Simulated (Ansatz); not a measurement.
# As in Ansatz: convergence with xc grid

Input of the first run (xc grid 1); the others differ in this setting and in those tied to it:

input.yaml

```yaml
crystal:
  lattice:
    - [1.8807968987, 1.0858785957, 3.5140619945]
    - [-1.8807968987, 1.0858785957, 3.5140619945]
    - [0.0, -2.1717571915, 3.5140619945]
  atoms:
    - { symbol: As, position: [0.220478, 0.225767, 0.227007] }
    - { symbol: As, position: [0.777366, 0.771611, 0.771366] }
kpoints:
  mp_grid: { grid: [5, 5, 5] }
scf:
  occupations: { method: fermi_dirac, width: 0.05 }
hamiltonian:
  xc: pbe
  pseudopotentials: { kind: all_electron, lapw: { basis_error: 0.001 } }
output:
  forces: true
  stress: true
  eigenvalues: true
basis:
  xc_grid: 1
```

Potentials or basis: all-electron LAPW, scalar-relativistic.

Command:

```bash
$ ansatz run input.yaml --threads 1 --pin off --max-ram 3072MiB --backend cpu --events-out ev --progress --plain --runs-dir out
```

The cell isn't the ideal one: atoms moved at random, drawn with an rms of 0.02 Å.

Hardware: 1 thread of Intel(R) Xeon(R) Processor @ 2.50GHz (Skylake/Cascade Lake) (shared host).

```tsv
xc grid	energy less the tightest run, at zero smearing (meV/atom)	SCF cycles	CPU time (s)	peak memory (GiB)
1	0.00	8	37	0.37
2	0.00	8	37	0.38
3	0.00	8	37	0.38
4	0.00	8	39	0.38
```

Against the tightest run, the energy stays within 1 meV/atom from 1 on. The tightest run that finished is the yardstick and may itself not be fully converged.

Caveat, for the tightest run too: the k mesh is coarse (spacing up to 0.40 Å⁻¹), so the values aren't converged.
